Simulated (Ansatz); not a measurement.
**BaTe, relaxed from a PbO-type start to space group Pm-3m (read at 0.02 Å)**

Level of theory: DFT, PBEsol, scalar-relativistic, no spin polarisation; plane waves to 420 eV with PAW datasets (Ansatz 0.2.0), 6×6×8 k-mesh, Gaussian smearing of 0.05 eV; PAW files: Ansatz's generated set soft_2.

```cif
data_structure
_symmetry_space_group_name_H-M 'Pm-3m'
_symmetry_Int_Tables_number 221
_cell_length_a 4.1609
_cell_length_b 4.1609
_cell_length_c 4.1609
_cell_angle_alpha 90.000
_cell_angle_beta 90.000
_cell_angle_gamma 90.000
_cell_volume 72.04
loop_
_atom_site_label
_atom_site_type_symbol
_atom_site_symmetry_multiplicity
_atom_site_Wyckoff_symbol
_atom_site_fract_x
_atom_site_fract_y
_atom_site_fract_z
_atom_site_occupancy
Ba1 Ba 1 b 0.50000 0.50000 0.50000 1
Te1 Te 1 a 0.00000 0.00000 0.00000 1
```

This is a trial structure: the heavier alkaline earths' oxides and chalcogenides take the rock-salt structure.

Task: Which orbitals make up the states within about 0.6 eV of the valence edge?

Result: Te 5p 99 % (shares among the projected shells); the gap is 0.64 eV. The projected shells catch only 16 % of the states at the conduction edge, which lie mostly on empty orbitals that aren't projected.

Density of states (tetrahedra, averaged over 0.3 eV; states/eV per cell of 4 atoms; energy in eV from the Fermi level):

```tsv
E (eV)	DOS
-4.00	0.0
-3.70	0.6
-3.40	1.8
-3.10	4.8
-2.80	6.5
-2.50	4.0
-2.20	3.5
-1.90	3.6
-1.60	3.4
-1.30	4.0
-1.00	6.4
-0.70	1.3
-0.40	0.1
-0.10	0.0
0.20	0.0
0.50	0.2
0.80	0.9
1.10	2.2
1.40	4.6
1.70	2.9
2.00	1.9
2.30	1.6
2.60	3.4
2.90	9.0
3.20	6.7
3.50	4.7
3.80	3.8
4.10	4.4
4.40	5.2
4.70	5.7
5.00	4.8
5.30	5.4
5.60	6.1
5.90	7.1
```

Formal charges Ba²⁺, Te²⁻ balance and leave closed shells on every ion, so a band insulator is expected, and the gap is 0.64 eV.

Semilocal functionals underestimate band gaps, commonly by a third or more. Scalar-relativistic only: spin–orbit splittings of the heavy atoms' levels are missing.
